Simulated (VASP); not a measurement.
## KF (Carobbiite): relaxation of the atoms with PBE

KF (Carobbiite):

```
K F
1.0
     0.00000    2.65534    2.65534
     2.65534    0.00000    2.65534
     2.65534    2.65534    0.00000
K F
1 1
Cartesian
  0.0000 0.0000 0.0000
  2.6553 2.6553 2.6553
```

The cell isn't the ideal one: a relaxed cell with its volume scaled by 0.94.

```
Program                : VASP 6.6.1
Task                   : relaxation of the atoms
Functional             : PBE
Potentials or basis    : VASP PAW PBE potentials, release 64 (K_sv, F)
Cutoff                 : 600 eV
k mesh                 : 10 × 10 × 10
Occupations            : gaussian, width 0.03 eV
Spin                   : no spin polarisation
Further INCAR settings : ALGO = Normal; EDIFF = 1e-07; IBRION = 2; EDIFFG = -0.01; NSW = 40
```

```
Pressure after relaxing : 2.1 GPa
Band gap on the k mesh  : 6.27 eV, direct
```

Final structure:
```cif
data_structure
_symmetry_space_group_name_H-M 'P 1'
_symmetry_Int_Tables_number 1
_cell_length_a 3.7552
_cell_length_b 3.7552
_cell_length_c 3.7552
_cell_angle_alpha 60.000
_cell_angle_beta 60.000
_cell_angle_gamma 60.000
_cell_volume 37.44
loop_
_atom_site_label
_atom_site_type_symbol
_atom_site_fract_x
_atom_site_fract_y
_atom_site_fract_z
_atom_site_occupancy
K1 K 0.00000 0.00000 0.00000 1
F1 F 0.50000 0.50000 0.50000 1
```

Levels at points of the mesh, in eV from the valence-band top:
| k point | band 4 | band 5 | band 6 | band 7 | band 8 | band 9 | band 10 | band 11 | band 12 |
| --- | --- | --- | --- | --- | --- | --- | --- | --- | --- |
| (0.00, 0.00, 0.00) | -9.32 | -9.32 | 0.00 | 0.00 | 0.00 | 6.27 | 10.73 | 10.73 | 10.73 |
| (0.50, 0.00, 0.00) | -9.36 | -9.36 | -0.81 | -0.36 | -0.36 | 9.15 | 10.75 | 12.16 | 12.16 |
| (0.50, 0.50, 0.00) | -9.55 | -9.55 | -0.20 | -0.05 | -0.05 | 8.22 | 10.41 | 11.96 | 13.71 |

Wall time 23 s on 1 thread of Intel(R) Xeon(R) Platinum 8488C (Sapphire Rapids), with other jobs on the host, peak memory 0.18 GiB.

Caveat: the relaxation stopped at its first step, so nothing moved. A k mesh can miss the band edges.
